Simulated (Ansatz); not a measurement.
# Pb (Im-3m) in Ansatz: a series of runs

One crystal, Pb, is run at these levels: RPBE, LDA, PBEsol; tasks: single point.

Program: Ansatz 0.2.0. These are calculated values, not measurements. Logs are shortened: lines on timing, memory, paths and dates and some standing lists are left out, and cuts for length are marked.

## 1. The crystal as given

It takes space group Im-3m (No. 229, cubic). The conventional cell has a = 3.959 Å, b = 3.959 Å, c = 3.959 Å, α = 90.00°, β = 90.00°, γ = 90.00°. Pb (site symmetry m-3m) is surrounded by 8 Pb at 3.43 Å.

This isn't the form of Pb at room conditions, which is fcc.

## 2. Single point, RPBE

input.yaml reads:

```yaml
crystal:
  lattice:
    - [-1.9796595667, 1.9796595667, 1.9796595667]
    - [1.9796595667, -1.9796595667, 1.9796595667]
    - [1.9796595667, 1.9796595667, -1.9796595667]
  atoms:
    - { symbol: Pb, position: [0.0, 0.0, 0.0] }
kpoints:
  mp_grid: { grid: [9, 9, 9] }
scf:
  occupations: { method: gaussian, width: 0.02 }
hamiltonian:
  xc: rpbe
  pseudopotentials: { kind: all_electron, lapw: { basis_error: 0.001 } }
output:
  forces: true
  stress: true
  eigenvalues: true
```

Potentials or basis: all-electron LAPW, scalar-relativistic.

The run is started by

```bash
$ ansatz run input.yaml --threads 1 --pin off --max-ram 3072MiB --backend cpu --events-out ev --progress --plain --runs-dir out
```

Log:

```text
Warning: RAYON_NUM_THREADS=1 ignored (pool sized by the plan → 1); use --threads N
LAPW: plane waves up to 6.532 Å⁻¹, error target 1.0e-3 eV per atom; small_component_spin mean_spin; Pb in spheres of 1.714 Å, 36 of its electrons in bands, Dirac shells [] (how accurate: hamiltonian.pseudopotentials.lapw.basis_error, Limitations)
Engine: ansatz 0.2.0, aarch64-unknown-linux-gnu
Pseudopotentials: kind: all_electron
Pseudopotential: Pb, LAPW, valence charge 36, lapw/all_electron/scalar/gaussian/Pb, Koelling and Harmon's equation, gaussian nucleus
Functional definition: RPBE
  parameter kappa = 0.804
  parameter beta = 0.06672455060314922
  exchange = rpbe_x(kappa = kappa, mu = beta*pi^2/3)
  correlation = pbe_c(beta = beta)
Crystal: 1 atoms, lattice volume = 31.034 Å³
Basis set: ecut = 162.5847037504918 eV, 141 PW (Γ), exchange–correlation at level 2
Bands: 22, of which v1, the nominal top of the filled ones, is band 18 counted from 1 (17 counted from 0)
Symmetry: 48 space group operations
Space group: Im-3m (ITA 229), of the structure as read, at distance tolerance 3.1e-5 Å
k-points: 35 of 729
Non-local potential: Pb, projectors of the file, none
Initial density: superposition of atomic densities (chi_scale 0.1, normalization cell)
Initial wavefunctions: plane waves of lowest kinetic energy (no species holds an atomic orbital)
Functional: x = rpbe, c = pbe(β = 0.06672455060314922)
iter 1 solved again at ethr=9.99e-6 eV; its pass at ethr=1.00e-1 eV (dr2=3.60e-3 eV) is discarded
SCF iter   1: F=—  HF=-568081.788449 eV  |F-HF|=—  |Δ(HF+E_count)|=         —  Δρ=3.88e-3  dr2=3.65e-3  ethr=9.99e-6  ⟨swp⟩=3.7  Hψ=5154  notcnv=0
preconditioner: auto → none  [insulator: Δε(μ)=0.241 eV  Ē_g=19.829 eV  σ=0.020 eV  W_gap=0.97  n_scr=12 (ndim 8)  ℏωp=24.9 eV  f_vac=0.000  D(μ)=0.46/eV (n_scr^D=0)  ε∞_Penn≈2.6]
SCF iter   2: F=—  HF=-568081.777757 eV  |F-HF|=—  |Δ(HF+E_count)|=   1.07e-2  Δρ=1.66e-3  dr2=5.99e-4  ethr=9.99e-6  ⟨swp⟩=2.0  Hψ=2375  notcnv=0
SCF iter   3: F=—  HF=-568081.777720 eV  |F-HF|=—  |Δ(HF+E_count)|=   3.71e-5  Δρ=6.97e-4  dr2=1.02e-4  ethr=1.66e-6  ⟨swp⟩=2.0  Hψ=2305  notcnv=0
iter 4 solved again at ethr=1.15e-8 eV; its pass at ethr=2.83e-7 eV (dr2=4.14e-6 eV) is discarded
SCF iter   4: F=—  HF=-568081.777796 eV  |F-HF|=—  |Δ(HF+E_count)|=   7.57e-5  Δρ=1.48e-4  dr2=4.13e-6  ethr=1.15e-8  ⟨swp⟩=2.0  Hψ=3907  notcnv=0
SCF iter   5: F=—  HF=-568081.777808 eV  |F-HF|=—  |Δ(HF+E_count)|=   1.26e-5  Δρ=2.81e-5  dr2=1.50e-7  ethr=1.15e-8  ⟨swp⟩=3.0  Hψ=2347  notcnv=0
SCF iter   6: F=-568081.777809 eV  HF=-568081.777809 eV  |F-HF|=1.98e-9  |Δ(HF+E_count)|=   7.04e-7  Δρ=7.03e-7  dr2=1.06e-10  ethr=4.17e-10  ⟨swp⟩=3.0  Hψ=2349  notcnv=0
SCF 1 converged in 6 iterations: F = -568081.777809 eV  dr2 = 1.06e-10
SCF converged after 6 iterations
Free energy (F): -568081.777809 eV
Harris-Foulkes:  -568081.777809 eV  (|F-HF|=1.98e-9)
Internal energy: -568081.777725 eV  (E = F + TS)
E sigma→0 (E₀):  -568081.777767 eV
Entropy (-TS):   -0.000084 eV (-0.084 meV/atom)
Fermi energy:    15.476008 eV
--- Per-component energies (eV) ---
  E_band       = -2209.605805
  E_kinetic    = 655001.623378
  E_xc         = -10595.955667
  E_electrostatic = -1212487.445436  (all electrons and nuclei)
  E_smearing   = -0.000084  (= −TS)
  E_closure    = 0.000000  (closes the sum)
  E_atoms      = -568078.678446  (free atoms, spherical and without spin; not in F)
  Σ components = -568081.777809   (vs F -568081.777809, Δ=0.00e0)
  Basis errors (estimates in eV, not in F): energy 2.4e-4 per atom: plane waves 2.4e-4 (1.2e-4 summed), levels above the bands 0.0e0, relativity 7.9e-8, radial functions 2.7e-6, core shells 2.1e-9; eigenvalues (radial functions only) 2.5e-5; not estimated: angular momenta, meshes, grids; target (lapw.basis_error) 1.0e-3; muffin-tin radii Pb 1.714 Å
--- Forces (eV/Å), atoms counted from 1 ---
  atom   1  Pb     0.00000000     0.00000000     0.00000000
  max |Σ_I F_I| component: 1.03e-32 eV/Å
--- Stress (GPa, compression-positive) ---
        2.264212       0.000000       0.000000
        0.000000       2.264212       0.000000
        0.000000       0.000000       2.264212
  P = ⅓ Tr σ = 2.2642 GPa (22.642 kbar)
--- Band table (eV; the first three rows and the last of 35) ---
  k-point 0: bands = ["-124.3598", "-113.3831", "-113.3829", "-113.3829", "-113.3829", "-113.3828", "-113.3828", "-113.3828", "-66.2235", "-66.2235", "-66.2235", "-1.8581", "-1.8581", "-1.8581", "-1.6356", "-1.6356", "3.7490", "22.8096", "22.8096", "22.8096", "26.3800", "26.3800"]
  k-point 1: bands = ["-124.3598", "-113.3831", "-113.3829", "-113.3829", "-113.3829", "-113.3828", "-113.3828", "-113.3828", "-66.2239", "-66.2237", "-66.2235", "-1.8673", "-1.8470", "-1.8177", "-1.6456", "-1.6365", "3.9946", "20.6034", "22.0444", "22.4868", "25.1279", "25.8082"]
  k-point 2: bands = ["-124.3597", "-113.3831", "-113.3829", "-113.3829", "-113.3829", "-113.3828", "-113.3828", "-113.3828", "-66.2248", "-66.2241", "-66.2235", "-1.8905", "-1.8294", "-1.7134", "-1.6634", "-1.6388", "4.7281", "17.2151", "20.6537", "21.6976", "23.9048", "25.0246"]
  k-point 34: bands = ["-124.3596", "-113.3831", "-113.3829", "-113.3829", "-113.3829", "-113.3828", "-113.3828", "-113.3828", "-66.2262", "-66.2262", "-66.2262", "-1.8984", "-1.8900", "-1.5460", "-1.5460", "-1.5421", "9.8057", "14.8716", "15.1525", "15.1525", "19.9446", "20.6162"]
```

It took 2.9 s on 1 thread of Arm Neoverse V2, shared host; peak memory 0.23 GiB.

What came out:

- Free energy: -568081.7778 eV
- Pressure: 2.3 GPa
- Band gap on the k mesh: none (metal or under the smearing width)

Levels at points of the mesh, in eV from the Fermi level:
| k point | band 16 | band 17 | band 18 | band 19 | band 20 | band 21 |
| --- | --- | --- | --- | --- | --- | --- |
| (0.00, 0.00, 0.00) | -17.11 | -11.73 | 7.33 | 7.33 | 7.33 | 10.90 |

The run has no spin-orbit coupling, so splittings on Pb are missing.

## 3. Single point, LDA

Changes to input.yaml since step 2:

```diff
@@ -10,5 +10,5 @@
 scf:
-  occupations: { method: gaussian, width: 0.02 }
+  occupations: { method: gaussian, width: 0.1 }
 hamiltonian:
-  xc: rpbe
+  xc: lda
   pseudopotentials: { kind: all_electron, lapw: { basis_error: 0.001 } }
```

Potentials or basis: all-electron LAPW, scalar-relativistic.

The run is started by

```bash
$ ansatz run input.yaml --threads 1 --pin off --max-ram 3072MiB --backend cpu --events-out ev --progress --plain --runs-dir out
```

Run time: 2.7 s. Hardware: 1 thread of Arm Neoverse V2, shared host; peak memory 0.23 GiB.

The run converged. Its results:

* Free energy: -567762.6864 eV
* Pressure: -3.4 GPa
* Band gap on the k mesh: none (metal or under the smearing width)

Levels at points of the mesh, in eV from the Fermi level:
```tsv
k point	band 14	band 15	band 16	band 17	band 18	band 19	band 20	band 21	band 22
(0.00, 0.00, 0.00)	-17.06	-16.83	-16.83	-11.68	7.29	7.29	7.29	11.10	11.10
```

The run has no spin-orbit coupling, so splittings on Pb are missing.

## 4. Single point, PBEsol

Changes to input.yaml since step 3:

```diff
@@ -10,5 +10,5 @@
 scf:
-  occupations: { method: gaussian, width: 0.1 }
+  occupations: { method: gaussian, width: 0.02 }
 hamiltonian:
-  xc: lda
+  xc: pbesol
   pseudopotentials: { kind: all_electron, lapw: { basis_error: 0.001 } }
```

Potentials or basis: all-electron LAPW, scalar-relativistic.

The run is started by

```bash
$ ansatz run input.yaml --threads 1 --pin off --max-ram 3072MiB --backend cpu --events-out ev --progress --plain --runs-dir out
```

Log:

```text
Warning: RAYON_NUM_THREADS=1 ignored (pool sized by the plan → 1); use --threads N
LAPW: plane waves up to 6.535 Å⁻¹, error target 1.0e-3 eV per atom; small_component_spin mean_spin; Pb in spheres of 1.714 Å, 36 of its electrons in bands, Dirac shells [] (how accurate: hamiltonian.pseudopotentials.lapw.basis_error, Limitations)
Engine: ansatz 0.2.0, aarch64-unknown-linux-gnu
Pseudopotentials: kind: all_electron
Pseudopotential: Pb, LAPW, valence charge 36, lapw/all_electron/scalar/gaussian/Pb, Koelling and Harmon's equation, gaussian nucleus
Functional definition: PBEsol
  exchange = pbesol_x
  correlation = pbesol_c
[... 36 lines left out ...]
  Basis errors (estimates in eV, not in F): energy 2.4e-4 per atom: plane waves 2.4e-4 (1.2e-4 summed), levels above the bands 0.0e0, relativity 1.4e-8, radial functions 2.2e-6, core shells 2.1e-9; eigenvalues (radial functions only) 2.6e-5; not estimated: angular momenta, meshes, grids; target (lapw.basis_error) 1.0e-3; muffin-tin radii Pb 1.714 Å
--- Forces (eV/Å), atoms counted from 1 ---
  atom   1  Pb     0.00000000     0.00000000     0.00000000
  max |Σ_I F_I| component: 1.05e-31 eV/Å
--- Stress (GPa, compression-positive) ---
       -2.040690      -0.000000      -0.000000
       -0.000000      -2.040690       0.000000
       -0.000000       0.000000      -2.040690
  P = ⅓ Tr σ = -2.0407 GPa (-20.407 kbar)
--- Band table (eV; the first three rows and the last of 35) ---
  k-point 0: bands = ["-124.6124", "-113.6673", "-113.6671", "-113.6671", "-113.6671", "-113.6670", "-113.6670", "-113.6670", "-66.3922", "-66.3922", "-66.3922", "-2.0244", "-2.0244", "-2.0244", "-1.7973", "-1.7973", "3.4239", "22.4692", "22.4692", "22.4692", "26.0807", "26.0807"]
  k-point 1: bands = ["-124.6124", "-113.6673", "-113.6671", "-113.6671", "-113.6671", "-113.6670", "-113.6670", "-113.6670", "-66.3926", "-66.3924", "-66.3922", "-2.0337", "-2.0131", "-1.9833", "-1.8074", "-1.7982", "3.6694", "20.2747", "21.7079", "22.1487", "24.8308", "25.5120"]
  k-point 2: bands = ["-124.6124", "-113.6673", "-113.6671", "-113.6671", "-113.6671", "-113.6670", "-113.6670", "-113.6670", "-66.3936", "-66.3928", "-66.3922", "-2.0573", "-1.9955", "-1.8773", "-1.8256", "-1.8004", "4.4029", "16.8918", "20.3200", "21.3647", "23.6105", "24.7321"]
  k-point 34: bands = ["-124.6123", "-113.6673", "-113.6671", "-113.6671", "-113.6671", "-113.6670", "-113.6670", "-113.6670", "-66.3949", "-66.3949", "-66.3949", "-2.0653", "-2.0567", "-1.7072", "-1.7072", "-1.7031", "9.4741", "14.5482", "14.8262", "14.8262", "19.6579", "20.3252"]
```

Wall time 2.8 s (1 thread of Arm Neoverse V2, shared host); peak memory 0.23 GiB.

Results:

- Free energy: -567915.1014 eV
- Pressure: -2.0 GPa
- Band gap on the k mesh: none (metal or under the smearing width)

Spin-orbit coupling is left out, which matters for the levels of Pb.

## 5. Overview

| level | smearing | gap on the mesh (eV) | pressure (GPa) |
| --- | --- | --- | --- |
| RPBE | gaussian 0.02 eV | none | 2.3 |
| LDA | gaussian 0.1 eV | none | -3.4 |
| PBEsol | gaussian 0.02 eV | none | -2.0 |

Alike in all rows: task single point; potentials or basis all-electron LAPW, scalar-relativistic; no spin polarisation; cell as given; k mesh 9 × 9 × 9; cutoff (eV) 163; basis error allowed 0.001 eV/atom.

Every run on the cell as given and a fine mesh finds a metal. The pressure there spans -3.4 GPa (LDA) to 2.3 GPa (RPBE); a positive pressure means that this level wants a larger cell, a negative one a smaller.

Compare energies only between runs with the same functional and basis.
